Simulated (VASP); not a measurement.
# Te2Mo under changes of volume

One of the cells (46.305 Å³/atom); the others are scaled copies at fixed shape and fractional positions:

```xyz
6
Lattice="3.5840 0.0000 0.0000 -1.7920 3.1038 0.0000 0.0000 0.0000 24.9756" Properties=species:S:1:pos:R:3 pbc="T T T"
Te    0.0000    2.0692    5.5855
Te    1.7920    1.0346   22.9932
Te    1.7920    1.0346   19.3901
Te    0.0000    2.0692    1.9823
Mo    1.7920    1.0346    3.7848
Mo    0.0000    2.0692   21.1907
```

- Program: VASP 6.6.1
- Functional: PBE
- Potentials or basis: VASP PAW PBE potentials, release 64 (Te, Mo_sv)
- Cutoff: 520 eV
- k mesh: 9 × 9 × 2
- Occupations: fermi-dirac, width 0.05 eV
- Spin: no spin polarisation

| volume (Å³/atom) | energy over the lowest point (meV/atom) | gap on the mesh (eV) | largest force (eV/Å) |
| --- | --- | --- | --- |
| 42.673 | 39.40 | 1.12 | 1.224 |
| 43.581 | ? | ? | ? |
| 44.489 | 5.98 | 1.06 | 0.543 |
| 46.305 | 0.00 | 1.00 | 0.042 |
| 47.213 | 5.56 | 0.97 | 0.295 |
| 48.120 | 16.04 | 0.94 | 0.527 |

Problem. What does the run at 43.581 Å³/atom give?

Solution. Energy over the lowest point 18.87 meV/atom; gap on the mesh 1.09 eV; largest force 0.870 eV/Å.

Worked out: A Birch-Murnaghan fit of order 3 (a polynomial in V^(-2/3)) to the other rows has its minimum at 45.84 Å³/atom with B0 = V·E''(V) = 52 GPa and B' = 4.5 at fixed shape and positions, which overstates the stiffness. It gives 18.87 meV/atom at 43.581 Å³/atom, against the run's 18.87. A straight line through the other rows of the gap, of slope -1.5 eV per unit of ln V (its deformation potential), gives 1.09 eV, against the run's 1.09.

Energies are extrapolated to zero smearing.

Caveats: spin-orbit coupling is left out, which moves the levels of the heavy elements.

A mesh can miss the band edges.
